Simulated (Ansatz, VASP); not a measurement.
Hf: VASP beside Ansatz

Contents of INCAR:

```
SYSTEM = Hf
ALGO = Normal
EDIFF = 1E-7
ENCUT = 520
GGA = RP
ISIF = 2
ISMEAR = -1
LASPH = .TRUE.
LCHARG = .FALSE.
LREAL = .FALSE.
LWAVE = .FALSE.
NBANDS = 11
NELM = 100
PREC = Accurate
SIGMA = 0.1
```

The input KPOINTS:

```
k-points
0
G
  13 13 13
  0 0 0
```

Contents of POSCAR:

```
Hf
1.0
    0.0000000000      2.1707252099      2.1707252099
    2.1707252099      0.0000000000      2.1707252099
    2.1707252099      2.1707252099      0.0000000000
Hf
1
Direct
    0.0000000000      0.0000000000      0.0000000000
```

Input for Ansatz:

```yaml
crystal:
  lattice:
    - [0.0, 2.1707252099, 2.1707252099]
    - [2.1707252099, 0.0, 2.1707252099]
    - [2.1707252099, 2.1707252099, 0.0]
  atoms:
    - { symbol: Hf, position: [0.0, 0.0, 0.0] }
hamiltonian:
  xc: rpbe
  pseudopotentials:
    kind: paw
    azcp:
      Hf: "pseudopotentials/Hf.paw.azcp"
basis:
  ecutwfc: 420
  fft_grid_basis: typed
kpoints:
  mp_grid: { grid: [13, 13, 13], shift: [0, 0, 0] }
magnetization:
  spin_polarized: false
scf:
  occupations: { method: fermi_dirac, width: 0.1 }
  lower_state_search: "off"
output:
  stress: true
```

Alike in both runs: task single point; functional RPBE; k mesh 13 × 13 × 13; occupations fermi-dirac, width 0.1 eV; no spin polarisation.

|  | VASP | Ansatz |
| --- | --- | --- |
| version | VASP 6.6.1 | Ansatz 0.2.0 |
| potentials or method | VASP PAW PBE potentials, release 64 (Hf_pv) | plane waves (420 eV) with PAW, scalar-relativistic |
| plane-wave cutoff (eV) | 520 | 420 |
| valence electrons in the cell | 10 | 26 |

|  | VASP | Ansatz | Ansatz less VASP |
| --- | --- | --- | --- |
| pressure (GPa) | 14.7 | 15.2 | +0.52 |

The two sets of potentials don't hold the same shells in valence.

Caveats: the PAW data sets were made with another functional, which shifts forces and pressure a little (VASP). The runs have no spin-orbit coupling, so splittings on Hf are missing.
